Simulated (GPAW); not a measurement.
GaP: equation of state with PBEsol+D4

**Measured values to compare with.**

“Phosphorous dimerization in GaP at high pressure”, 2017, arxiv:1709.06667 reports, for a bulk crystal of GaP: bulk modulus 87.5 ± 0.6 GPa.

Crystal: GaP.

```
Ga P
1.0
     3.85409    0.00000    0.00000
     1.92704    3.33774    0.00000
     1.92704    1.11258    3.14685
Ga P
1 1
Cartesian
  0.0000 0.0000 0.0000
  5.7811 3.3377 2.3601
```

```json
{"Program": "GPAW 26.7.0", "Task": "equation of state", "Functional": "PBEsol", "Dispersion": "D4", "Potentials or basis": "PAW data sets generated in the run's folder for this functional", "Cutoff": "600 eV", "Basis": "pw", "k mesh": "8 × 8 × 8", "Occupations": "fermi-dirac, width 0.05 eV", "Spin": "no spin polarisation", "Maxiter": "150", "Eos scales": "[0.94, 0.96, 0.98, 1.0, 1.02, 1.04, 1.06]"}
```

| Item | Value |
| --- | --- |
| Equilibrium volume | 20.20 Å³/atom |
| Bulk modulus | 92 GPa |
| Pressure derivative of the bulk modulus | 4.6 |

Energy against volume, from the lowest point:
| volume (Å³/atom) | energy (meV/atom) |
| --- | --- |
| 19.026 | 21.83 |
| 19.431 | 9.00 |
| 19.836 | 1.93 |
| 20.240 | 0.00 |
| 20.645 | 2.69 |
| 21.050 | 9.48 |
| 21.455 | 19.94 |

Wall time 55 s on 1 thread of Arm Neoverse V2, with other jobs on the host, peak memory 0.24 GiB.

Against the measured bulk modulus of GaP, 87.5 GPa (“Phosphorous dimerization in GaP at high pressure”, 2017, arxiv:1709.06667), the calculated 92 GPa is off by +4.9 %. The fit is for a static lattice scaled at fixed shape and fixed fractional positions.

Caveat: the data sets keep Ga 3d, Li 1s and Be 1s frozen, and some such compounds lay over 1.5 % in volume off other programs.
